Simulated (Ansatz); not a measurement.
The following input was run with Ansatz 0.2.0.

```yaml
crystal:
  lattice:
    - [0.0, 1.8508736925, 1.8508736925]
    - [1.8508736925, 0.0, 1.8508736925]
    - [1.8508736925, 1.8508736925, 0.0]
  atoms:
    - { symbol: Rh, position: [0.0, 0.0, 0.0] }
basis:
  ecutwfc: 420
kpoints:
  mp_grid: { grid: [18, 18, 18] }
hamiltonian:
  xc: pbe
scf:
  occupations: { method: gaussian, width: 0.1 }
output:
  forces: true
  stress: true
  eigenvalues: true
```

Run as
```bash
ansatz run input.yaml --threads 1 --pin off --max-ram 1331MiB --backend cpu --events-out ev --progress --plain --runs-dir out
```

The calculation used Ansatz 0.2.0, DFT PBE, scalar-relativistic, plane waves, PAW.

Abridged output:

```
Pseudopotentials: kind: paw
Pseudopotential: Rh, paw, valence charge 17, recommended cutoff 420 eV (normal)
Functional definition: PBE
Crystal: 1 atom, lattice volume = 12.681 Å³
Basis set: ecut = 420 eV, 259 PW (Γ), exchange–correlation on 36×36×36 points (8 copies of the dense FFT grid, shifted against one another)
Bands: 13, of which v1, the nominal top of the filled ones, is band 9 counted from 1 (8 counted from 0)
Symmetry: 48 space group operations
Space group: Fm-3m (ITA 225), of the structure as read, at distance tolerance 2.3e-5 Å
k-points: 195 of 5832
Initial density: superposition of atomic densities (neutral atoms: chi_scale 0, normalization atom), corrected by the library's trained network
Initial wavefunctions: pseudopotential atomic-orbital guess
Functional: x = pbe(κ = 0.804, μ = 0.21951497), c = pbe(β = 0.06672455)
SCF iter   1: F=—  HF=-6402.760756 eV  |F-HF|=—  |Δ(HF+E_count)|=         —  Δρ=3.23e-3  dr2=3.91e-4  ethr=1.77e-3  ⟨swp⟩=5.0  Hψ=14089  notcnv=0
SCF iter   2: F=—  HF=-6402.760974 eV  |F-HF|=—  |Δ(HF+E_count)|=   2.18e-4  Δρ=1.63e-3  dr2=6.78e-5  ethr=2.30e-6  ⟨swp⟩=2.2  Hψ=5302  notcnv=0
SCF iter   3: F=—  HF=-6402.761053 eV  |F-HF|=—  |Δ(HF+E_count)|=   7.92e-5  Δρ=7.42e-4  dr2=1.47e-5  ethr=3.99e-7  ⟨swp⟩=2.3  Hψ=3680  notcnv=0
SCF iter   4: F=—  HF=-6402.761079 eV  |F-HF|=—  |Δ(HF+E_count)|=   2.59e-5  Δρ=8.28e-5  dr2=2.92e-7  ethr=8.66e-8  ⟨swp⟩=2.1  Hψ=3373  notcnv=0
SCF iter   5: F=-6402.761079 eV  HF=-6402.761079 eV  |F-HF|=7.55e-11  |Δ(HF+E_count)|=   1.33e-7  Δρ=9.33e-6  dr2=2.38e-9  ethr=1.72e-9  ⟨swp⟩=2.1  Hψ=3472  notcnv=0
SCF iter   6: F=-6402.761079 eV  HF=-6402.761079 eV  |F-HF|=1.17e-10  |Δ(HF+E_count)|=  8.14e-10  Δρ=1.93e-6  dr2=2.26e-10  ethr=1.40e-11  ⟨swp⟩=2.2  Hψ=8464  notcnv=0
SCF 1 converged in 6 iterations: F = -6402.761079 eV  dr2 = 2.26e-10
SCF converged after 6 iterations
Free energy (F): -6402.761079 eV
Harris-Foulkes:  -6402.761079 eV  (|F-HF|=1.17e-10)
Internal energy: -6402.755114 eV  (E = F + TS)
E sigma→0 (E₀):  -6402.758097 eV
Entropy (-TS):   -0.005965 eV (-5.965 meV/atom)
Fermi energy:    24.823346 eV
--- Per-component energies (eV) ---
  E_band       = -49.523006
  E_kinetic    = 576.723757
  E_local      = -1464.102658  (includes V_loc(G=0)·N_el)
  E_nonlocal   = 354.609701
  E_hartree    = 517.437497
  E_xc         = -223.237868
  E_vxc        = -280.406865  (∫ρ·V_xc dr)
  E_paw        = -3587.039682  (= ΣΔE_a)
  E_vpaw       = -271.223303  (= ΣTr[D̂ρ^β])
  E_aug_tail   = 0.000858  (compensation charges beyond the density's cutoff)
  E_ewald      = -2577.146719
  E_smearing   = -0.005965  (= −TS)
--- Forces (eV/Å), atoms counted from 1 ---
  atom   1  Rh     0.00000000     0.00000000     0.00000000
--- Stress (GPa, compression-positive) ---
       34.179813       0.000000       0.000000
        0.000000      34.179813       0.000000
        0.000000       0.000000      34.179813
  P = ⅓ Tr σ = 34.1798 GPa (341.798 kbar)
--- Band table (eV; the first three rows and the last of 195) ---
  k-point 0: bands = ["-54.3350", "-21.6835", "-21.6835", "-21.6835", "16.2483", "21.3194", "21.3194", "21.3194", "23.6890", "23.6890", "40.4969", "46.2643", "46.2643"]
  k-point 1: bands = ["-54.3302", "-21.7139", "-21.6876", "-21.6876", "16.3833", "21.2558", "21.3745", "21.3745", "23.6564", "23.6564", "40.7041", "45.6052", "46.4691"]
  k-point 2: bands = ["-54.3164", "-21.8009", "-21.6991", "-21.6991", "16.7684", "21.0983", "21.5185", "21.5185", "23.5856", "23.5856", "41.2682", "44.2087", "47.0655"]
  k-point 194: bands = ["-54.1215", "-22.3665", "-22.2698", "-22.0471", "19.0668", "20.0351", "21.0750", "23.5011", "25.9588", "34.2789", "35.8039", "36.8560", "38.2779"]
```

The run converged.